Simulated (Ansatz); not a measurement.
# AlP: the cost of one run

Computed with Ansatz 0.2.0 (DFT LDA, frozen-core PAW, scalar-relativistic unless said, unless a step's input says otherwise).

The COD entry's cell or inner coordinates are ideal or old and differ from later refinements, so a difference from it is no clean test against experiment.

## (1) Starting point

It takes space group F-43m (No. 216, cubic). Conventional cell: a = 5.451 Å, b = 5.451 Å, c = 5.451 Å, α = 90.00°, β = 90.00°, γ = 90.00°. Al (site symmetry -43m) has 4 P at 2.36 Å as nearest neighbours. Around P (site symmetry -43m) lie 4 Al at 2.36 Å.

Structure file:

```cif
data_structure
_symmetry_space_group_name_H-M 'F-43m'
_symmetry_Int_Tables_number 216
_cell_length_a 5.4510
_cell_length_b 5.4510
_cell_length_c 5.4510
_cell_angle_alpha 90.000
_cell_angle_beta 90.000
_cell_angle_gamma 90.000
_cell_volume 161.97
loop_
_atom_site_label
_atom_site_type_symbol
_atom_site_symmetry_multiplicity
_atom_site_Wyckoff_symbol
_atom_site_fract_x
_atom_site_fract_y
_atom_site_fract_z
_atom_site_occupancy
Al1 Al 4 a 0.00000 0.00000 0.00000 1
P1 P 4 d 0.75000 0.25000 0.25000 1
```

Cartesian axes are those of the input's lattice vectors. The structure goes back to a database entry.

## (2) Cell and atoms relaxed, PAW

input.yaml reads:

```yaml
crystal:
  lattice:
    - [2.7255, 2.7255, 0.0]
    - [-2.7255, 2.7255, 0.0]
    - [0.0, 2.7255, 2.7255]
  atoms:
    - { symbol: Al, position: [0.0, 0.0, 0.0] }
    - { symbol: P, position: [0.75, 0.25, 0.5] }
kpoints:
  mp_grid: { grid: [12, 12, 12] }
scf:
  occupations: { method: fermi_dirac, width: 0.08 }
hamiltonian:
  xc: lda
  pseudopotentials: { kind: paw }
relax:
  f_tol: 0.002
  max_steps: 80
  cell: {}
output:
  forces: true
  stress: true
```

Run with:

```bash
ansatz run input.yaml --threads 1 --pin off --max-ram 3072MiB --backend cpu --events-out ev --progress --plain --runs-dir out
```

What time and memory should one allow on 1 thread of Arm Neoverse V1, shared host?

About 8.5 s, with a peak of 0.29 GiB.
